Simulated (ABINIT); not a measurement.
Crystal: HfO2.

```xyz
3
Lattice="0.0000 2.5575 2.5575 2.5575 0.0000 2.5575 2.5575 2.5575 0.0000" Properties=species:S:1:pos:R:3 pbc="T T T"
Hf    0.0000    0.0000    0.0000
O     3.8363    3.8363    3.8363
O     1.2788    1.2788    1.2788
```

Measurements of this composition are mostly on another form, of space group No. 14.

Base run:

```yaml
Program: ABINIT 10.8.3 (patched build)
Functional: BP86
Potentials_or_basis: JTH PAW PBE v2.0
Cutoff: 626 eV
k_mesh: 9 × 9 × 9
Occupations: fermi-dirac, width 0.05 eV
Spin: no spin polarisation
```

Its results: band gap on the k mesh 3.82 eV, indirect (least direct gap 3.94 eV); pressure -5.8 GPa.

**Question.** After a change of settings the same cell gave: band gap on the k mesh 3.75 eV, indirect (least direct gap 3.87 eV); pressure -13.1 GPa. Which change was it?
A. functional from BP86 to SOGGA
B. functional from BP86 to PBEsol; potentials or basis from JTH PAW PBE v2.0 to PseudoDojo NC SR PBEsol v0.4.1 standard; cutoff from 626 eV to 1143 eV
C. functional from BP86 to PBE; potentials or basis from JTH PAW PBE v2.0 to PseudoDojo NC SR PBE v0.4.1 standard; cutoff from 626 eV to 1143 eV
D. functional from BP86 to HCTH407

**Answer.** B.

Caveats: spin-orbit coupling is left out, which moves the levels of the heavy elements; the mesh misses the band edges, which the band path finds closer together; the PAW data sets were made with another functional, which shifts forces and pressure a little (some runs).
